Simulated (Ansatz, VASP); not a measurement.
AgCl: VASP beside Ansatz

File INCAR:

```
ALGO = Normal
EDIFF = 1E-7
ENCUT = 520
GGA = PS
ISIF = 2
ISMEAR = 0
LASPH = True
LCHARG = False
LREAL = False
LWAVE = False
NBANDS = 16
NELM = 100
PREC = Accurate
SIGMA = 0.05
```

Contents of KPOINTS:

```
k-points
0
Gamma
  8 8 8
```

File POSCAR:

```
AgCl
1.0
    0.0000000000      2.8563445000      2.7731500000
    2.8563445000      0.0000000000      2.7731500000
    2.8563445000      2.8563445000      0.0000000000
Ag Cl
1 1
Direct
    0.5000000000      0.5000000000      0.5000000000
    0.0000000000      0.0000000000      0.0000000000
```

Input for Ansatz:

```yaml
crystal:
  lattice:
    - [0.0, 2.8563445, 2.77315]
    - [2.8563445, 0.0, 2.77315]
    - [2.8563445, 2.8563445, 0.0]
  atoms:
    - { symbol: Ag, position: [0.5, 0.5, 0.5] }
    - { symbol: Cl, position: [0.0, 0.0, 0.0] }
basis:
  ecutwfc: 420
kpoints:
  mp_grid: { grid: [8, 8, 8] }
hamiltonian:
  xc: pbesol
scf:
  occupations: { method: gaussian, width: 0.05 }
output:
  forces: true
  stress: true
  eigenvalues: true
```

Change from the starting cell: strain +0.030 along x and y, +0.000 along z, atoms carried along.

Alike in both runs: task single point; functional PBEsol; k mesh 8 × 8 × 8; occupations gaussian, width 0.05 eV; no spin polarisation.

|  | VASP | Ansatz |
| --- | --- | --- |
| version | VASP 6.6.1 | Ansatz 0.2.0 |
| potentials or method | VASP PAW PBE potentials, release 64 (Ag, Cl) | scalar-relativistic, plane waves, PAW |
| plane-wave cutoff (eV) | 520 | 420 |
| valence electrons in the cell | 18 | 26 |

VASP gave:

```
gap on the k mesh at the Fermi level (eV) : 0.68
least direct gap on the mesh (eV)         : 2.82
pressure (GPa)                            : -4.8
```

Which values does Ansatz return?

gap on the k mesh at the Fermi level (eV): 0.68; least direct gap on the mesh (eV): 2.82; pressure (GPa): -4.7.

The functional is the same, so the differences come from potentials, cutoffs and numerics. The two sets of potentials don't hold the same shells in valence.

Caveats: the PAW data sets were made with another functional, which shifts forces and pressure a little (VASP). A k mesh can miss the band edges.
